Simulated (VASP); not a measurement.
# TaN (P-6m2) in VASP: settings compared, part 2 of 2

VASP 6.6.1.

### 4 Relaxation of the atoms, PBEsol, spin-orbit coupling, no magnetisation (atoms moved at random, drawn with an rms of 0.05 Å)

INCAR reads:

```
SYSTEM = TaN
PREC     = Accurate       ! precision mode
ENCUT    = 520            ! plane-wave cutoff, eV
EDIFF    = 1E-6           ! SCF threshold, eV
ISMEAR   = 0              ! smearing method
SIGMA    = 0.1            ! smearing width, eV
LREAL    = .FALSE.        ! projectors in reciprocal space
LASPH    = .TRUE.         ! aspherical terms in the spheres
NELM     = 100            ! most SCF steps
ALGO     = Fast           ! electronic algorithm
ISIF     = 2              ! what is computed and relaxed
LWAVE    = .FALSE.        ! write WAVECAR
LCHARG   = .FALSE.        ! write CHGCAR
LNONCOLLINEAR= .TRUE.         ! non-collinear magnetism
MAGMOM   = 0 0 0 0 0 0    ! initial moments
LORBIT   = 11             ! projections on sites
LSORBIT  = .TRUE.         ! spin-orbit coupling
GGA_COMPAT= .FALSE.      
LMAXMIX  = 4              ! l up to which the mixer works
GGA      = PS             ! functional
IBRION   = 2              ! ionic algorithm
NSW      = 40             ! ionic steps
EDIFFG   = -0.02          ! ionic threshold
```

KPOINTS reads:

```
Automatic mesh
0
G
  7 7 7
  0 0 0
```

POSCAR reads:

```
TaN
1.0
    2.9380000000      0.0000000000      0.0000000000
   -1.4690000000      2.5443826363      0.0000000000
    0.0000000000      0.0000000000      2.8830000000
Ta N
1 1
Direct
    0.0143550000      0.0066370000      0.5067000000
    0.6634240000      0.3185840000      0.0302850000
```

Potentials or basis: VASP PAW PBE potentials, release 64 (Ta_pv, N).

Started as:

```sh
cat potpaw_PBE.64/Ta_pv/POTCAR potpaw_PBE.64/N/POTCAR > POTCAR
mpirun -np 1 vasp_ncl > vasp.out
```

OUTCAR:

```text
SYSTEM = TaN
   PREC = Accurate
   ENCUT = 520
   EDIFF = 1E-6
   ISMEAR = 0
   LREAL = .FALSE.
   LASPH = .TRUE.
   NELM = 100
   ISIF = 2
   LNONCOLLINEAR = .TRUE.
   LORBIT = 11
   LSORBIT = .TRUE.
   GGA = PS
   IBRION = 2
   NSW = 40
   EDIFFG = -0.02

 ion  position               nearest neighbor table
   1  0.014  0.007  0.507-   2 2.15   2 2.18   2 2.23   2 2.24   2 2.26   2 2.31
   2  0.663  0.319  0.030-   1 2.15   1 2.18   1 2.23   1 2.24   1 2.26   1 2.31

  LATTYP: Found a hexagonal cell.
 ALAT       =     2.9380000000
 C/A-ratio  =     0.9812797822

  Lattice vectors:

 A1 = (   2.9380000000,   0.0000000000,   0.0000000000)
 A2 = (  -1.4690000000,   2.5443826363,   0.0000000000)
 A3 = (   0.0000000000,   0.0000000000,   2.8830000000)

[... 1164 lines left out ...]
     0.0000000     0.0000000     0.0000000     0.0000000     0.0000000     0.0000000     0.0000000
     0.0000000     0.0000000     0.0000000     0.0000000     0.0000000     0.0000000     0.0000000
     0.0000000     0.0000000     0.0000000     0.0000000     0.0000000     0.0000000     0.0000000
     0.0000000     0.0000000     0.0000000     0.0000000     0.0000000     0.0000000     0.0000000
     0.0000000     0.0000000     0.0000000     0.0000000     0.0000000     0.0000000     0.0000000
     0.0000000     0.0000000     0.0000000     0.0000000     0.0000000     0.0000000     0.0000000

 total charge

# of ion       s       p       d       tot
------------------------------------------
    1        0.304   6.268   2.445   9.018
    2        1.222   2.489   0.000   3.711
--------------------------------------------------
tot          1.526   8.757   2.445  12.729

 magnetization (x)

# of ion       s       p       d       tot
------------------------------------------
    1       -0.000  -0.000  -0.000  -0.000
    2        0.000   0.000   0.000   0.000
--------------------------------------------------
tot          0.000  -0.000  -0.000  -0.000

 magnetization (y)

# of ion       s       p       d       tot
------------------------------------------
    1       -0.000  -0.000  -0.000  -0.000
    2        0.000   0.000   0.000   0.000
--------------------------------------------------
tot         -0.000   0.000  -0.000  -0.000

 magnetization (z)

# of ion       s       p       d       tot
------------------------------------------
    1        0.000  -0.000   0.000   0.000
    2       -0.000  -0.000   0.000  -0.000
--------------------------------------------------
tot          0.000  -0.000   0.000   0.000
```

OSZICAR:

```text
N       E                     dE             d eps       ncg     rms          rms(c)
DAV:   1     0.130000486382E+03    0.13000E+03   -0.87845E+03 16472   0.141E+03
DAV:   2    -0.201076492445E+02   -0.15011E+03   -0.14273E+03 19632   0.409E+02
DAV:   3    -0.266968534968E+02   -0.65892E+01   -0.65087E+01 20696   0.831E+01
DAV:   4    -0.267801092585E+02   -0.83256E-01   -0.83015E-01 18440   0.975E+00
[... 49 lines left out ...]
       N       E                     dE             d eps       ncg     rms          rms(c)
DAV:   1    -0.244684275862E+02    0.11622E-04   -0.64100E-03 16544   0.888E-01    0.260E-02
RMM:   2    -0.244684535980E+02   -0.26012E-04   -0.29645E-04 17654   0.200E-01    0.128E-02
RMM:   3    -0.244684564020E+02   -0.28040E-05   -0.38002E-05 16870   0.712E-02    0.538E-03
RMM:   4    -0.244684568474E+02   -0.44542E-06   -0.57655E-06 16911   0.250E-02
   7 F= -.24468457E+02 E0= -.24468065E+02  d E =-.170785E-04  mag=    -0.0000    -0.0000     0.0000
```

Wall time 16 min (1 thread of Intel Xeon Platinum 8488C (Sapphire Rapids), shared host); peak memory 0.4 GiB.

What came out:

```
Free energy                                           : -24.4685 eV
Energy gained by relaxing                             : 26.8 meV/atom
Ionic steps                                           : 7
Pressure after relaxing                               : -3.7 GPa
Largest force after relaxing                          : 0.006 eV/Å
Valence electrons inside the program's atomic spheres : Ta 9.02; N 3.71
```

Forces in eV/Å, atoms in the order of the input:
```
Ta  -0.001 -0.004  0.004
N    0.001  0.004 -0.004
```

The path:
| step | energy change (eV) | largest force (eV/Å) | pressure (GPa) |
| --- | --- | --- | --- |
| 1 | 0.0000 | 1.2093 | -2.22 |
| 2 | -0.0484 | 0.3737 | -3.50 |
| 3 | -0.0535 | 0.0494 | -3.65 |
| 4 | -0.0535 | 0.0543 | -3.66 |
| 5 | -0.0536 | 0.0250 | -3.66 |
| 6 | -0.0536 | 0.0217 | -3.67 |
| 7 | -0.0536 | 0.0055 | -3.67 |

Final structure:
```yaml
crystal:
  lattice:
    - [2.93800, 0.00000, 0.00000]
    - [-1.46900, 2.54438, 0.00000]
    - [0.00000, 0.00000, 2.88300]
  atoms:
    - { symbol: Ta, position: [0.00559, 0.99598, 0.51846] }
    - { symbol: N, position: [0.67219, 0.32924, 0.01853] }
```

Caveat: the PAW data sets were made with another functional, which shifts forces and pressure a little.

### 5 Single point, revTPSS+D3 (atoms moved at random, drawn with an rms of 0.05 Å)

INCAR reads:

```
ALGO = Normal
EDIFF = 1E-7
ENCUT = 550
ISIF = 2
ISMEAR = -5
IVDW = 11
LASPH = True
LCHARG = True
LELF = True
LMIXTAU = True
LREAL = False
LVHAR = True
LWAVE = False
METAGGA = RTPSS
NBANDS = 16
NELM = 100
PREC = Accurate
SIGMA = 0.05
VDW_S6 = 1.0
VDW_S8 = 1.3666
VDW_SR = 1.3491
VDW_SR8 = 1.0
```

KPOINTS reads:

```
k-points
0
Gamma
  10 10 9
```

POSCAR is that of step 4.

Potentials or basis: VASP PAW PBE potentials, release 64 (Ta_sv_GW, N_GW).

Started as:

```sh
cat potpaw_PBE.64/Ta_sv_GW/POTCAR potpaw_PBE.64/N_GW/POTCAR > POTCAR
mpirun -np 1 vasp_std > vasp.out
```

It took 8.1 min on 1 thread of Intel Xeon Platinum 8488C (Sapphire Rapids), shared host; peak memory 0.33 GiB.

It converged, with:

| Item | Value |
| --- | --- |
| Free energy | 9.8544 eV |
| Pressure | -7.7 GPa |
| Largest force | 1.301 eV/Å |
| Band gap on the k mesh | none (metal or under the smearing width) |
| Dispersion energy per atom | -0.534 eV |

Forces on the atoms (eV/Å):
```
Ta  -0.290 -0.728  1.039
N    0.290  0.728 -1.039
```

Stress tensor (GPa, compression positive):
```
 -9.28   0.77  -0.53
  0.77 -10.72  -1.27
 -0.53  -1.27  -3.02
```

Levels at points of the mesh, in eV from the Fermi level:
```csv
k point,band 5,band 6,band 7,band 8,band 9,band 10,band 11,band 12,band 13,band 14
"(0.00, 0.00, 0.00)",-18.24,-4.77,-4.61,-4.38,-2.77,2.01,3.26,3.79,4.14,4.28
"(0.50, 0.00, 0.00)",-15.92,-8.54,-5.36,-3.71,-3.05,3.13,3.98,5.25,5.39,7.53
"(0.00, 0.50, 0.00)",-16.11,-8.28,-5.08,-3.60,-3.22,3.07,4.04,4.70,5.34,7.52
"(0.50, 0.50, 0.00)",-15.99,-8.45,-5.27,-3.86,-2.90,3.09,3.99,5.18,5.30,7.51
```

Caveat: the PAW data sets were made with another functional, which shifts forces and pressure a little; pairwise dispersion overbinds metals, which lowers pressure and volume; tetrahedron occupations give inexact forces and stress in metals. The run has no spin-orbit coupling, so splittings on Ta are missing.

### 6 For comparison

An earlier run on the cell as given: functional PBEsol; potentials or basis VASP PAW PBE potentials, release 64 (Ta_pv, N); cutoff 520 eV; k mesh 10 × 10 × 9; occupations fermi-dirac, width 0.05 eV; no spin polarisation.

* Pressure: -4.1 GPa
* Band gap on the k mesh: none (metal or under the smearing width)

### 7 Summary

```csv
task,level,potentials or basis,spin,cell,k mesh,cutoff (eV),smearing,ladder,gap on the mesh (eV),pressure (GPa),largest force (eV/Å)
single point,PBE,"VASP PAW PBE potentials, release 64 (Ta, N)",off,as given,10 × 10 × 9,500,gaussian 0.1 eV,-,none,3.8,-
relaxation of the atoms,PBEsol,"VASP PAW PBE potentials, release 64 (Ta_pv, N)","SOC, no magnetisation","atoms relaxed from: atoms moved at random, drawn with an rms of 0.05 Å",7 × 7 × 7,520,gaussian 0.1 eV,-,-,-3.7,0.01
single point,revTPSS+D3,"VASP PAW PBE potentials, release 64 (Ta_sv_GW, N_GW)",off,"atoms moved at random, drawn with an rms of 0.05 Å",10 × 10 × 9,550,tetrahedron,-,none,-7.7,1.30
single point,PBEsol,"VASP PAW PBE potentials, release 64 (Ta_pv, N)",off,as given,10 × 10 × 9,520,fermi-dirac 0.05 eV,free,none,-4.1,-
```

Caveats: the PAW data sets were made with another functional, which shifts forces and pressure a little (some runs); pairwise dispersion overbinds metals, which lowers pressure and volume (some runs); tetrahedron occupations give inexact forces and stress in metals (some runs).

Total energies depend on the potentials used, so only differences within one code and one set of settings carry meaning.
